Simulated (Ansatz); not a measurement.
## Bands of Bi

```
Bi
1.0
    -1.99295    1.99295    1.99295
     1.99295   -1.99295    1.99295
     1.99295    1.99295   -1.99295
Bi
1
Direct
  0.00000 0.00000 0.00000
```

The cell was built from the bcc type and relaxed in the same program, and has space group Im-3m; it needn't be a known or the stable phase.

Spin–orbit coupling is left out, though it moves levels of the heavy atoms by tenths of an eV or more.

Level of theory: Ansatz 0.2.0, DFT, PBE, all-electron LAPW, scalar-relativistic.

Numerical set-up: a Γ-centred 13×13×13 k mesh, Fermi–Dirac smearing of 0.08 eV, basis error target 0.25 meV/atom, no spin polarisation.

Points in fractions of the reciprocal vectors of this cell: Γ (0, 0, 0), H (0.5, -0.5, 0.5), N (0, 0, 0.5), P (0.25, 0.25, 0.25). The path joins them by straight lines in the order Γ–H–N–Γ–P–H–P–N; legs that retrace an earlier one aren't tabulated. Energies are in eV from the Fermi level.

Problem. Metal or insulator at this level of theory?

Solution. No gap opens: metallic or semimetallic.

Problem. Tabulate bands 14 to 21, counted from the lowest band of the run, along the path.

Solution. 
```csv
k (1/Å),point,band 14,band 15,band 16,band 17,band 18,band 19,band 20,band 21
0.00,Γ,-23.00,-22.88,-22.88,-13.36,5.03,5.03,5.03,8.96
0.23,,-22.99,-22.88,-22.88,-13.18,3.65,4.46,4.46,9.18
0.45,,-22.96,-22.90,-22.88,-12.64,1.57,3.10,3.10,7.49
0.68,,-22.93,-22.93,-22.89,-11.78,-0.19,1.57,1.57,6.07
0.90,,-22.90,-22.90,-22.89,-10.69,-1.43,0.20,0.20,4.97
1.13,,-22.86,-22.86,-22.85,-9.55,-2.04,-0.85,-0.85,4.19
1.35,,-22.83,-22.83,-22.83,-8.68,-1.98,-1.51,-1.51,3.73
1.58,H,-22.82,-22.82,-22.82,-8.36,-1.73,-1.73,-1.73,3.58
1.74,,-22.83,-22.82,-22.82,-8.52,-2.02,-1.62,-1.50,3.79
1.89,,-22.86,-22.84,-22.81,-8.90,-2.68,-1.29,-0.88,4.43
2.05,,-22.90,-22.86,-22.81,-9.36,-3.40,-0.77,-0.05,5.50
2.21,,-22.93,-22.88,-22.81,-9.78,-4.04,-0.10,0.89,6.89
2.37,,-22.91,-22.89,-22.80,-10.12,-4.53,0.65,1.89,7.67
2.53,,-22.89,-22.89,-22.80,-10.33,-4.84,1.30,2.88,6.62
2.69,N,-22.88,-22.88,-22.80,-10.40,-4.94,1.57,3.44,5.94
2.85,,-22.89,-22.88,-22.81,-10.68,-4.47,1.69,3.51,6.03
3.01,,-22.89,-22.88,-22.84,-11.29,-3.27,2.04,3.71,6.30
3.17,,-22.89,-22.88,-22.88,-11.97,-1.65,2.60,4.02,6.76
3.33,,-22.92,-22.89,-22.88,-12.56,0.21,3.31,4.38,7.42
3.49,,-22.96,-22.88,-22.88,-13.00,2.19,4.08,4.72,8.31
3.65,,-22.99,-22.88,-22.88,-13.27,4.05,4.75,4.95,9.34
3.81,Γ,-23.00,-22.88,-22.88,-13.36,5.03,5.03,5.03,8.96
4.00,,-22.98,-22.88,-22.88,-13.22,3.63,4.78,4.78,9.55
4.20,,-22.94,-22.88,-22.88,-12.82,1.37,3.89,3.89,9.11
4.39,,-22.89,-22.89,-22.89,-12.18,-0.71,2.53,2.53,9.59
4.59,,-22.89,-22.89,-22.86,-11.37,-2.34,1.08,1.08,10.68
4.78,,-22.89,-22.89,-22.85,-10.56,-3.29,-0.25,-0.25,12.11
4.98,,-22.88,-22.88,-22.88,-10.03,-3.28,-1.37,-1.37,13.68
5.17,P,-22.93,-22.88,-22.88,-9.89,-2.25,-2.25,-2.25,14.80
5.37,,-22.91,-22.88,-22.88,-9.93,-2.84,-2.84,-0.46,12.27
5.56,,-22.91,-22.87,-22.87,-9.95,-3.15,-3.15,1.67,9.38
5.76,,-22.93,-22.85,-22.85,-9.81,-3.16,-3.16,3.16,7.67
5.95,,-22.95,-22.83,-22.83,-9.50,-2.90,-2.90,2.13,7.08
6.15,,-22.89,-22.82,-22.82,-9.05,-2.46,-2.46,0.27,5.34
6.34,,-22.84,-22.82,-22.82,-8.58,-1.97,-1.97,-1.18,4.07
6.54,H,-22.82,-22.82,-22.82,-8.36,-1.73,-1.73,-1.73,3.58
7.90,P,-22.93,-22.88,-22.88,-9.89,-2.25,-2.25,-2.25,14.80
8.01,,-22.91,-22.88,-22.88,-9.92,-2.94,-2.12,-1.47,13.85
8.13,,-22.88,-22.88,-22.88,-10.00,-3.54,-1.74,-0.61,12.25
8.24,,-22.88,-22.88,-22.85,-10.11,-4.04,-1.15,0.32,10.58
8.35,,-22.88,-22.88,-22.83,-10.22,-4.43,-0.39,1.29,8.99
8.46,,-22.88,-22.88,-22.81,-10.32,-4.71,0.45,2.25,7.54
8.58,,-22.88,-22.88,-22.80,-10.38,-4.88,1.22,3.07,6.41
8.69,N,-22.88,-22.88,-22.80,-10.40,-4.94,1.57,3.44,5.94
```
